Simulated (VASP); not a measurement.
The system is PbO (Litharge).

```xyz
4
Lattice="3.9900 0.0000 0.0000 0.0000 3.9900 0.0000 0.0000 0.0000 5.0100" Properties=species:S:1:pos:R:3 pbc="T T T"
Pb    1.9950    0.0000    3.8076
Pb    0.0000    1.9950    1.2024
O     1.9950    1.9950    0.0000
O     0.0000    0.0000    0.0000
```

```yaml
Program: VASP 6.6.1
Task: single point
Functional: PBE
Potentials_or_basis: VASP PAW PBE potentials, release 64 (Pb_d, O)
Cutoff: 520 eV
k_mesh: 7 × 7 × 6
Occupations: fermi-dirac, width 0.05 eV
Spin: no spin polarisation
```

On this cell: pressure 3.0 GPa; largest force 0.029 eV/Å; band gap on the k mesh 1.42 eV, indirect (least direct gap 2.37 eV).

The same run follows on a disturbed copy (atoms moved at random, drawn with an rms of 0.05 Å):

```
Pb O
1.0
     3.99000    0.00000    0.00000
     0.00000    3.99000    0.00000
     0.00000    0.00000    5.01000
Pb O
2 2
Direct
  0.50251 0.00029 0.76407
  0.98947 0.50782 0.24743
  0.49476 0.50656 0.99778
  0.99373 0.01242 0.00824
```

**Question.** What changes?

**Answer.** The energy moves by +3.6 meV/atom; pressure 2.7 GPa; largest force 0.288 eV/Å; band gap on the k mesh 1.37 eV, indirect (least direct gap 2.31 eV).

Forces on the atoms (eV/Å):
```
Pb  -0.171  0.151 -0.022
Pb   0.119  0.020 -0.204
O   -0.051 -0.012  0.283
O    0.103 -0.160 -0.056
```

Stress tensor (GPa, compression positive):
```
 2.41 -0.01  0.57
-0.01  3.92 -0.20
 0.57 -0.20  1.75
```

Caveats: spin-orbit coupling is left out, which as a rule narrows the gap of such compounds by several tenths of an eV; an odd mesh through Γ misses points on the zone boundary, where band edges often lie.
